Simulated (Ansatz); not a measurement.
The calculation used DFT PBE, scalar-relativistic, plane waves, PAW in Ansatz. Settings: cutoff 420 eV, Γ-centred meshes spaced at most about 0.3 Å⁻¹, and about 0.25 Å⁻¹ or finer for metals (2π included), Gaussian smearing. No spin polarisation in the final relaxations.

Temperature and zero-point effects are left out.

Two forms of InH₂ were relaxed alike.

1.

```
In H
1.0
     3.46754    0.00000    0.00000
    -1.73377    3.00298    0.00000
     0.00000    0.00000    4.02930
In H
1 2
Direct
  0.00000 0.00000 0.00000
  0.33333 0.66667 0.21961
  0.66667 0.33333 0.78039
```

2.

```
In H
1.0
     3.78241    0.00000    0.00000
     0.00000    3.78241    0.00000
     0.00000    0.00000    3.13321
In H
1 2
Direct
  0.50000 0.50000 0.00000
  0.00000 0.50000 0.83011
  0.50000 0.00000 0.16989
```

Question: Which form is favoured at zero pressure, and by what margin per atom?

Answer: Cell 2 is lower, by 118 meV/atom. Cell 1 has space group P-3m1 (No. 164), 14.0 Å³/atom and no gap on its mesh; cell 2 has space group P-4m2 (No. 115), 14.9 Å³/atom and no gap. Counting H atoms around In (those within 1.25 times the shortest such distance or 1.15 times the sum of covalent radii, 1.27 where that leaves under three), cell 1 has In 6 and cell 2 has In 4. Even the lower one lies +0.38 eV/atom against the reference forms of the elements (uncorrected), so neither is stable at this level. In cell 1, In has 6 H at 2.19 Å; H is surrounded by 3 In at 2.19 Å. In cell 2, around In lie 4 H at 1.96 Å; H is surrounded by 2 In at 1.96 Å. Both come from invented guesses.

Weakly bound directions are ill-defined at this level, which has no dispersion term (P-3m1), and this can change margins and order among such cells. With hydrogen, zero-point motion can shift such differences by 10 meV/atom or more. A magnetic state wasn't ruled out in cells without spin, among them P-3m1, P-4m2. Cells relaxed within their symmetry can be saddle points.
